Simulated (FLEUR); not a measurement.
## HgTe (Coloradoite): equation of state with PBE

HgTe (Coloradoite):

```
CELL_PARAMETERS angstrom
0.00000 3.21450 3.21450
3.21450 0.00000 3.21450
3.21450 3.21450 0.00000
ATOMIC_POSITIONS crystal
Hg 0.00000 0.00000 0.00000
Te 0.75000 0.75000 0.75000
```

```yaml
Program: FLEUR MaX-R8.1 (later development tree)
Task: equation of state
Functional: PBE
Potentials_or_basis: all-electron
Basis: FLAPW
Kmax: 4.26 1/bohr
k_mesh: 7 × 7 × 7
Occupations: fermi-dirac, width 0.05 eV
Spin: no spin polarisation
```

```json
{
  "Equilibrium volume": "36.66 Å³/atom (rough: see the caveat)",
  "Bulk modulus": "38 GPa (rough)"
}
```

Energy against volume, from the lowest point:
| volume (Å³/atom) | energy (meV/atom) |
| --- | --- |
| 31.223 | 118.50 |
| 31.887 | 86.07 |
| 33.215 | 37.92 |
| 34.544 | 8.66 |
| 35.208 | 0.00 |

Caveat: the minimum lies outside the volumes run. The run has no spin-orbit coupling, so splittings on Hg, Te are missing.
